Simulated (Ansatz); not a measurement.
A crystal relaxed with r2SCAN in the plane-wave code Ansatz has space group Fm-3m (No. 225) and a = 5.686 Å.

```tsv
atom	site	x	y	z
Xx	4a	0.0000	0.0000	0.0000
Se	4b	0.5000	0.0000	0.0000
```

r2SCAN gives an indirect gap of 0.03 eV, from K–Γ (0.50 of the way from K) to X; the least direct gap is 1.53 eV at Γ. (This is within a few times the smearing of 0.02 eV, so the filling near the edges can be smeared.) HSE06 gives an indirect gap of 0.35 eV, from K–Γ (0.50 of the way from K) to X; the least direct gap is 1.80 eV at Γ. PBE gives no gap: the lowest nominally empty band dips 0.44 eV below the top of the last filled one (its bottom at X, the top at K–Γ (0.50 of the way from K)), so the cell is a metal or semimetal at this level. Meshes: r2SCAN 8×8×8, HSE06 6×6×6, PBE 8×8×8.

Problem. Which element is Xx?
A. Zn
B. Cd
C. Hg
D. Mg

Solution. B. Xx is Cd: CdSe built on the rocksalt prototype. Cd has 6 Se at 2.84 Å; Se has 6 Cd at 2.84 Å.

Simulation only: spin-unpolarised, and no claim that this is the phase found in nature.

Spin-orbit coupling is left out.

Where an edge lies off the special points, it is a point of the mesh or the k point where a search put PBE's edge or least direct gap, reused for the other functionals, whose own edges may lie a little apart.

The meshes of the hybrids are coarse, so their gaps aren't converged to the digits shown.
